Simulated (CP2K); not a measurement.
Runs of CP2K 2026.2 on ZnSe (Stilleite). It takes space group F-43m (No. 216, cubic). Conventional cell: a = 5.668 Å, b = 5.668 Å, c = 5.668 Å, α = 90.00°, β = 90.00°, γ = 90.00°. Se (site symmetry -43m) is surrounded by 4 Zn at 2.45 Å. Around Zn (site symmetry -43m) lie 4 Se at 2.45 Å. 

```csv
task,level,potentials or basis,smearing,EPS_DEFAULT,NGRIDS,REL_CUTOFF (Ry),MIXING BETA (1/bohr),CUTOFF of the grids,gap on the mesh (eV),pressure (GPa),V0 of scaled cells (Å³/atom),B0 (GPa)
equation of state,PBE,"POTENTIAL_UZH Se GTH-PBE-q6, Zn GTH-PBE-q12; TZVP-MOLOPT-PBE-GTH basis",fermi-dirac 0.05 eV,1.0E-10,4,60 Ry,1.5 1/bohr,450 Ry,-,-,(a),57
band structure,MS2,"POTENTIAL_UZH Se GTH-SCAN-q6, Zn GTH-SCAN-q12; TZVP-MOLOPT-SCAN-GTH basis",fermi-dirac 0.1 eV,1.0E-9,4,60,1.5,675 Ry,1.79,0.6,-,-
band structure,r2SCAN,"POTENTIAL_UZH Se GTH-SCAN-q6, Zn GTH-SCAN-q12; TZVP-MOLOPT-SCAN-GTH basis",fermi-dirac 0.0259 eV,1.0E-10,4,60 Ry,1.5 1/bohr,675 Ry,(b),-0.3,-,-
band structure,LDA,"GTH_POTENTIALS Se GTH-PADE-q6, Zn GTH-PADE-q12; TZVP-MOLOPT-PBE-GTH basis",fermi-dirac 0.01 eV,1.0E-10,5,60 Ry,1.5 1/bohr,450 Ry,0.99,-3.2,-,-
band structure,TB-mBJ,"POTENTIAL_UZH Se GTH-PBE-q6, Zn GTH-PBE-q12; TZVP-MOLOPT-PBE-GTH basis",fermi-dirac 0.01 eV,1.0E-9,5,60 Ry,1.5 1/bohr,675 Ry,1.00,-,-,-
equation of state,PBEsol,"POTENTIAL_UZH Se GTH-PBE-q6, Zn GTH-PBE-q12; TZVP-MOLOPT-PBE-GTH basis",fermi-dirac 0.1 eV,1.0E-10,4,60 Ry,1.5 1/bohr,450 Ry,-,-,22.74,65
equation of state,LDA,"GTH_POTENTIALS Se GTH-PADE-q6, Zn GTH-PADE-q12; TZVP-MOLOPT-PBE-GTH basis",fermi-dirac 0.1 eV,1.0E-10,5,60 Ry,1.5 1/bohr,450 Ry,-,-,21.69,73
equation of state,PBEsol,"POTENTIAL_UZH Se GTH-PBE-q6, Zn GTH-PBE-q12; TZVP-MOLOPT-PBE-GTH basis",fermi-dirac 0.05 eV,1.0E-10,5,60 Ry,1.5 1/bohr,450 Ry,-,-,22.74,65
equation of state,MS2,"POTENTIAL_UZH Se GTH-SCAN-q6, Zn GTH-SCAN-q12; TZVP-MOLOPT-SCAN-GTH basis",fermi-dirac 0.05 eV,1.0E-9,4,60,1.5,675 Ry,-,-,22.96,(c)
band structure,TB-mBJ,"POTENTIAL_UZH Se GTH-PBE-q6, Zn GTH-PBE-q12; TZVP-MOLOPT-PBE-GTH basis",fermi-dirac 0.05 eV,1.0E-10,4,60 Ry,1.5 1/bohr,675 Ry,1.00,-,-,-
equation of state,LDA,"GTH_POTENTIALS Se GTH-PADE-q6, Zn GTH-PADE-q12; TZVP-MOLOPT-PBE-GTH basis",fermi-dirac 0.05 eV,1.0E-9,4,60 Ry,1.5 1/bohr,450 Ry,-,-,21.69,73
band structure,LDA,"GTH_POTENTIALS Se GTH-PADE-q6, Zn GTH-PADE-q12; TZVP-MOLOPT-PBE-GTH basis",fermi-dirac 0.0259 eV,1.0E-9,4,60 Ry,1.5 1/bohr,450 Ry,0.99,-3.2,-,-
```

Alike in all rows: no spin polarisation; cell as given; k mesh 8 × 8 × 8.

**Question.** Fill in the values left out.

**Answer.** (a) 23.77; (b) 1.68; (c) 64.

Caveats: the basis of atomic orbitals isn't converged, which shifts pressures, moduli and gaps; the potentials were made for another functional, which shifts forces and pressure (some runs); this is a model potential without an energy functional, so only levels have meaning (some runs).

A k mesh can miss the band edges, and the runs leave out spin-orbit coupling on Se.

Not every run made on this cell is shown here.
